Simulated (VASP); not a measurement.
# SiC (Fm-3m) in VASP: further runs, part 2 of 2

VASP 6.6.1.

### 5 Relaxation of the atoms, PBEsol (a relaxed cell with its volume scaled by 1.02)

Input file INCAR:

```
PREC = Accurate ; ENCUT = 600
EDIFF = 1E-7 ; ISMEAR = 0
SIGMA = 0.03 ; LREAL = False
LASPH = True ; NELM = 80
ALGO = Fast ; ISIF = 2
LWAVE = False ; LCHARG = False
GGA = PS ; IBRION = 2
NSW = 40 ; EDIFFG = -0.01
```

Input file KPOINTS:

```
Automatic mesh
0
Gamma
  12 12 12
```

Input file POSCAR:

```
SiC                                     
1.0
   -0.0000000000      2.0325889964      2.0325889964
    2.0325889964     -0.0000000000      2.0325889964
    2.0325889964      2.0325889964     -0.0000000000
  Si              C             
     1     1
Direct
     0.0000000000000000    0.0000000000000000    0.0000000000000000
     0.5000000000000000    0.5000000000000000    0.5000000000000000
```

Potentials or basis: VASP PAW PBE potentials, release 64 (Si, C).

Started as:

```sh
$ cat potpaw_PBE.64/Si/POTCAR potpaw_PBE.64/C/POTCAR > POTCAR
$ mpirun -np 1 vasp_std > vasp.out
```

OUTCAR:

```text
PREC = Accurate
   ENCUT = 600
   EDIFF = 1E-7
   ISMEAR = 0
   LREAL = False
   LASPH = True
   NELM = 80
   ISIF = 2
   GGA = PS
   IBRION = 2
   NSW = 40
   EDIFFG = -0.01

 ion  position               nearest neighbor table
   1  0.000  0.000  0.000-   2 2.03   2 2.03   2 2.03   2 2.03   2 2.03   2 2.03
   2  0.500  0.500  0.500-   1 2.03   1 2.03   1 2.03   1 2.03   1 2.03   1 2.03

  LATTYP: Found a face centered cubic cell.
 ALAT       =     4.0651779928

  Lattice vectors:

 A1 = (   0.0000000000,   2.0325889964,   2.0325889964)
 A2 = (   2.0325889964,   0.0000000000,   2.0325889964)
 A3 = (   2.0325889964,   2.0325889964,   0.0000000000)

Analysis of symmetry for initial positions (statically):
=====================================================================
 Subroutine PRICEL returns:
 Original cell was already a primitive cell.

 Routine SETGRP: Setting up the symmetry group for a
 face centered cubic supercell.

 Subroutine GETGRP returns: Found 48 space group operations
 (whereof 48 operations were pure point group operations)
 out of a pool of 48 trial point group operations.

[... 163 lines left out ...]
  energy without entropy =      -14.60025649  energy(sigma->0) =      -14.60035427

 E-fermi :  12.1473     XC(G=0): -12.7345

 val. band max:       12.0711107484   @ k =   0.0833   0.0000   0.0000
 cond. band min:      12.1624809122   @ k =  -0.1667   0.0833   0.0000
 fundamental gap:      0.0913701638
 Fermi energy:        12.1472930383

 k-point     1 :       0.0000    0.0000    0.0000
  band No.  band energies     occupation
      1      -6.1723      2.00000
      2      12.1739      0.20968
      3      12.1739      0.20968
      4      12.1739      0.20967
      5      19.4649      0.00000
      6      21.0295      0.00000
      7      21.0295      0.00000
      8      21.0295      0.00000
[... 243 lines left out ...]
 k-point    24 :      -0.4167    0.1667    0.0000
  band No.  band energies     occupation
      1      -0.7062      2.00000
      2       1.5061      2.00000
      3       8.2069      2.00000
      4      10.3413      2.00000
      5      15.5785      0.00000
      6      18.8907      0.00000
      7      20.2101      0.00000
      8      24.7021      0.00000

 [... further k-points ...]
[... 5 lines left out ...]
  --------------------------------------------------------------------------------------
  -------------------------------------------------------------------------------------
  Total       -0.5511766     -0.5511766     -0.5511766     -0.0000000      0.0000000     -0.0000000
  in kB      -52.5802484    -52.5802484    -52.5802484     -0.0000000      0.0000000     -0.0000000
  external PRESSURE =     -52.5802484 kB  Pullay stress =       0.0000000 kB

 VOLUME and BASIS-vectors are now :
 -----------------------------------------------------------------------------
  energy-cutoff  :      600.00
  volume of cell :       16.79
      direct lattice vectors                 reciprocal lattice vectors
     0.000000000  2.032588996  2.032588996    -0.245991689  0.245991689  0.245991689
     2.032588996  0.000000000  2.032588996     0.245991689 -0.245991689  0.245991689
     2.032588996  2.032588996  0.000000000     0.245991689  0.245991689 -0.245991689

 POSITION                                       TOTAL-FORCE (eV/Angst)
 -----------------------------------------------------------------------------------
      0.00000      0.00000      0.00000         0.000000      0.000000      0.000000
      2.03259      2.03259      2.03259        -0.000000     -0.000000     -0.000000
 -----------------------------------------------------------------------------------
    total drift:                               -0.000000     -0.000000      0.000000

  FREE ENERGIE OF THE ION-ELECTRON SYSTEM (eV)
  ---------------------------------------------------
  free  energy   TOTEN  =       -14.6004520495 eV

  energy  without entropy=      -14.6002564874  energy(sigma->0) =      -14.60035427

 reached required accuracy - stopping structural energy minimisation
```

CONTCAR:

```text
SiC
   1.00000000000000
     0.0000000000000000    2.0325889963999999    2.0325889963999999
     2.0325889963999999    0.0000000000000000    2.0325889963999999
     2.0325889963999999    2.0325889963999999    0.0000000000000000
  Si              C
     1     1
Direct
     0.0000000000000000    0.0000000000000000    0.0000000000000000
     0.5000000000000000    0.5000000000000000    0.5000000000000000

  0.00000000E+00  0.00000000E+00  0.00000000E+00
  0.00000000E+00  0.00000000E+00  0.00000000E+00
```

Wall time 7.9 s (1 thread of Intel Xeon Platinum 8488C (Sapphire Rapids), shared host); peak memory 0.13 GiB.

What came out:

```
Free energy             : -14.6005 eV
Pressure after relaxing : -5.3 GPa
Band gap on the k mesh  : none (metal or under the smearing width)
```

Final structure:
```xyz
2
Lattice="0.0000 2.0326 2.0326 2.0326 0.0000 2.0326 2.0326 2.0326 0.0000" Properties=species:S:1:pos:R:3 pbc="T T T"
Si    0.0000    0.0000    0.0000
C     2.0326    2.0326    2.0326
```

Levels at points of the mesh, in eV from the Fermi level:
| k point | band 1 | band 2 | band 3 | band 4 | band 5 | band 6 | band 7 | band 8 |
| --- | --- | --- | --- | --- | --- | --- | --- | --- |
| (0.00, 0.00, 0.00) | -18.32 | 0.03 | 0.03 | 0.03 | 7.32 | 8.88 | 8.88 | 8.88 |
| (0.50, 0.00, 0.00) | -13.17 | -11.47 | -1.00 | -1.00 | 5.18 | 5.18 | 5.81 | 9.44 |
| (0.50, 0.50, 0.00) | -11.41 | -9.73 | -4.25 | -4.25 | -0.99 | 2.48 | 14.64 | 14.89 |

Caveat: the relaxation stopped at its first step, so nothing moved; the PAW data sets were made with another functional, which shifts forces and pressure a little.

### 6 Relaxation of the atoms, PBEsol (a relaxed cell with its volume scaled by 1.04)

INCAR is that of step 5.

KPOINTS is that of step 5.

Input file POSCAR:

```
SiC                                     
1.0
   -0.0000000000      2.0457879961      2.0457879961
    2.0457879961     -0.0000000000      2.0457879961
    2.0457879961      2.0457879961     -0.0000000000
  Si              C             
     1     1
Direct
     0.0000000000000000    0.0000000000000000    0.0000000000000000
     0.5000000000000000    0.5000000000000000    0.5000000000000000
```

Potentials or basis: VASP PAW PBE potentials, release 64 (Si, C).

Started as:

```sh
$ cat potpaw_PBE.64/Si/POTCAR potpaw_PBE.64/C/POTCAR > POTCAR
$ mpirun -np 1 vasp_std > vasp.out
```

Run time: 8.4 s. Hardware: 1 thread of Intel Xeon Platinum 8488C (Sapphire Rapids), shared host; peak memory 0.13 GiB.

The run converged. Its results:

| Quantity | Value |
| --- | --- |
| Free energy | -14.5850 eV |
| Pressure after relaxing | -10.0 GPa |
| Band gap on the k mesh | none (metal or under the smearing width) |

Final structure:
```
Si C
1.0
     0.00000    2.04579    2.04579
     2.04579    0.00000    2.04579
     2.04579    2.04579    0.00000
Si C
1 1
Cartesian
  0.0000 0.0000 0.0000
  2.0458 2.0458 2.0458
```

Levels at points of the mesh, in eV from the Fermi level:
```
           k point  band 1  band 2  band 3  band 4  band 5  band 6  band 7  band 8
(0.00, 0.00, 0.00)  -18.11    0.01    0.01    0.01    6.96    8.86    8.86    8.86
(0.50, 0.00, 0.00)  -13.04  -11.33   -0.97   -0.97    5.08    5.08    5.67    9.20
(0.50, 0.50, 0.00)  -11.33   -9.57   -4.19   -4.19   -1.13    2.55   14.35   14.62
```

Caveat: the relaxation stopped at its first step, so nothing moved; the PAW data sets were made with another functional, which shifts forces and pressure a little.

### 7 Relaxation of the atoms, PBEsol (a relaxed cell with its volume scaled by 1.06)

INCAR is that of step 6.

KPOINTS is that of step 6.

Input file POSCAR:

```
SiC                                     
1.0
   -0.0000000000      2.0588188442      2.0588188442
    2.0588188442     -0.0000000000      2.0588188442
    2.0588188442      2.0588188442     -0.0000000000
  Si              C             
     1     1
Direct
     0.0000000000000000    0.0000000000000000    0.0000000000000000
     0.5000000000000000    0.5000000000000000    0.5000000000000000
```

Potentials or basis: VASP PAW PBE potentials, release 64 (Si, C).

Started as:

```sh
$ cat potpaw_PBE.64/Si/POTCAR potpaw_PBE.64/C/POTCAR > POTCAR
$ mpirun -np 1 vasp_std > vasp.out
```

OUTCAR:

```text
PREC = Accurate
   ENCUT = 600
   EDIFF = 1E-7
   ISMEAR = 0
   LREAL = False
   LASPH = True
   NELM = 80
   ISIF = 2
   GGA = PS
   IBRION = 2
   NSW = 40
   EDIFFG = -0.01

 ion  position               nearest neighbor table
   1  0.000  0.000  0.000-   2 2.06   2 2.06   2 2.06   2 2.06   2 2.06   2 2.06
   2  0.500  0.500  0.500-   1 2.06   1 2.06   1 2.06   1 2.06   1 2.06   1 2.06

  LATTYP: Found a face centered cubic cell.
 ALAT       =     4.1176376884

  Lattice vectors:

[... 445 lines left out ...]
      3       7.7717      2.00000
      4       9.8712      2.00000
      5      14.8277      0.00000
      6      18.0897      0.00000
      7      19.3546      0.00000
      8      23.5918      0.00000

 [... further k-points ...]
[... 5 lines left out ...]
  --------------------------------------------------------------------------------------
  -------------------------------------------------------------------------------------
  Total       -1.5578619     -1.5578619     -1.5578619      0.0000000      0.0000000      0.0000000
  in kB     -143.0062891   -143.0062891   -143.0062891      0.0000000      0.0000000      0.0000000
  external PRESSURE =    -143.0062891 kB  Pullay stress =       0.0000000 kB

 VOLUME and BASIS-vectors are now :
 -----------------------------------------------------------------------------
  energy-cutoff  :      600.00
  volume of cell :       17.45
      direct lattice vectors                 reciprocal lattice vectors
     0.000000000  2.058818844  2.058818844    -0.242857696  0.242857696  0.242857696
     2.058818844  0.000000000  2.058818844     0.242857696 -0.242857696  0.242857696
     2.058818844  2.058818844  0.000000000     0.242857696  0.242857696 -0.242857696

 POSITION                                       TOTAL-FORCE (eV/Angst)
 -----------------------------------------------------------------------------------
      0.00000      0.00000      0.00000         0.000000      0.000000     -0.000000
      2.05882      2.05882      2.05882         0.000000     -0.000000      0.000000
 -----------------------------------------------------------------------------------
    total drift:                               -0.000000     -0.000000      0.000000

  FREE ENERGIE OF THE ION-ELECTRON SYSTEM (eV)
  ---------------------------------------------------
  free  energy   TOTEN  =       -14.5603045743 eV

  energy  without entropy=      -14.5601182389  energy(sigma->0) =      -14.56021141

 reached required accuracy - stopping structural energy minimisation
```

CONTCAR:

```text
SiC
   1.00000000000000
     0.0000000000000000    2.0588188442000002    2.0588188442000002
     2.0588188442000002    0.0000000000000000    2.0588188442000002
     2.0588188442000002    2.0588188442000002    0.0000000000000000
  Si              C
     1     1
Direct
     0.0000000000000000    0.0000000000000000    0.0000000000000000
     0.5000000000000000    0.5000000000000000    0.5000000000000000

  0.00000000E+00  0.00000000E+00  0.00000000E+00
  0.00000000E+00  0.00000000E+00  0.00000000E+00
```

It took 10 s on 1 thread of Intel Xeon Platinum 8488C (Sapphire Rapids), shared host; peak memory 0.13 GiB.

Results:

| Property | Result |
| --- | --- |
| Free energy | -14.5603 eV |
| Pressure after relaxing | -14.3 GPa |
| Band gap on the k mesh | none (metal or under the smearing width) |

Final structure:
```cif
data_structure
_symmetry_space_group_name_H-M 'P 1'
_symmetry_Int_Tables_number 1
_cell_length_a 2.9116
_cell_length_b 2.9116
_cell_length_c 2.9116
_cell_angle_alpha 60.000
_cell_angle_beta 60.000
_cell_angle_gamma 60.000
_cell_volume 17.45
loop_
_atom_site_label
_atom_site_type_symbol
_atom_site_fract_x
_atom_site_fract_y
_atom_site_fract_z
_atom_site_occupancy
Si1 Si 0.00000 0.00000 0.00000 1
C1 C 0.50000 0.50000 0.50000 1
```

Caveat: the relaxation stopped at its first step, so nothing moved; the PAW data sets were made with another functional, which shifts forces and pressure a little.

### 8 Summary

| cell | gap on the mesh (eV) | pressure (GPa) |
| --- | --- | --- |
| atoms relaxed from: a relaxed cell with its volume scaled by 0.96 | none | 10.7 |
| atoms relaxed from: a relaxed cell with its volume scaled by 0.98 | none | 5.8 |
| atoms relaxed | none | 0.0 |
| atoms relaxed from: a relaxed cell with its volume scaled by 1.02 | none | -5.3 |
| atoms relaxed from: a relaxed cell with its volume scaled by 1.04 | none | -10.0 |
| atoms relaxed from: a relaxed cell with its volume scaled by 1.06 | none | -14.3 |

Alike in all rows: task relaxation of the atoms; level PBEsol; potentials or basis VASP PAW PBE potentials, release 64 (Si, C); no spin polarisation; k mesh 12 × 12 × 12; cutoff (eV) 600; smearing gaussian 0.03 eV.

Caveats: the relaxation stopped at its first step, so nothing moved; the PAW data sets were made with another functional, which shifts forces and pressure a little.

Total energies depend on the potentials used, so only differences within one code and one set of settings carry meaning.
